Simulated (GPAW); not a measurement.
Here is a GPAW 26.7.0 calculation.

Contents of run.py:

```python
import numpy as np
from ase.dft.bandgap import bandgap
from ase.io import read, write
from ase.units import GPa
from gpaw import GPAW, PW
from gpaw.spinorbit import soc_eigenstates

atoms = read('SrO.xyz')

calc = GPAW(mode=PW(800),
            xc='MGGA_X_MS2+GGA_C_REGTPSS',
            kpts={'size': (7, 7, 7), 'gamma': True},
            occupations={'name': 'fermi-dirac', 'width': 0.05},
            nbands=16,
            convergence={'density': 1e-05, 'energy': 1e-05},
            maxiter=150,
            txt='gpaw.txt')
atoms.calc = calc
energy = atoms.get_potential_energy()
forces = atoms.get_forces()
stress = atoms.get_stress()
calc.write('gs.gpw')
write('result.traj', atoms)
print(f'Energy: {energy:.6f} eV')
print('Forces (eV/A):')
print(forces.round(4))
print('Stress (GPa):', (stress / GPa).round(3))
print('Fermi level:', round(calc.get_fermi_level(), 4), 'eV')
print(f'Gap: {bandgap(calc)[0]:.4f} eV, direct: {bandgap(calc, direct=True)[0]:.4f} eV')

path = atoms.cell.bandpath('GXWKGLUWLK,UX', npoints=60, eps=1e-4)
bs_calc = calc.fixed_density(kpts=path, symmetry='off', nbands=26,
                             convergence={'bands': 'CBM+6.0', 'eigenstates': 1e-6}, txt='bands.txt')
bs = bs_calc.band_structure()
bs.write('bs.json')
print(f'Gap on the path: {bandgap(bs_calc)[0]:.4f} eV')

soc = soc_eigenstates(bs_calc, theta=54.7, phi=45, ignore_xc_potential=True)
np.savetxt('soc_bands.dat', soc.eigenvalues(), fmt='%.4f')
mesh = soc_eigenstates('gs.gpw', theta=54.7, phi=45, ignore_xc_potential=True)
np.savetxt('soc_mesh.dat', mesh.eigenvalues(), fmt='%.4f')
print('Fermi level with spin-orbit coupling:', round(mesh.fermi_level, 4), 'eV')
```

The input SrO.xyz:

```xyz
2
Lattice="0.0000000000 2.5663000000 2.5663000000 2.5663000000 0.0000000000 2.5663000000 2.5663000000 2.5663000000 0.0000000000" Properties=species:S:1:pos:R:3 pbc="T T T"
Sr     2.5663000000      2.5663000000      2.5663000000
O      0.0000000000      0.0000000000      0.0000000000
```

Potentials or basis: GPAW PAW data sets (gpaw-data 1.2.1), pw.

Run with:

```bash
$ OMP_NUM_THREADS=1 python run.py
```

(1) Predict the band gap along the path.

(2) Predict the pressure.

Results:

(1) 3.56 eV, indirect (least direct gap 3.62 eV).

(2) 1.8 GPa.

Caveat: spin-orbit coupling was added after a scalar SCF, so levels and gaps hold it while energy, forces, pressure and moments don't; this program's spin-orbit splittings come out too wide for heavy elements; the PAW data sets were made with another functional, which shifts forces and pressure a little; the mesh misses the band edges, which the band path finds closer together.
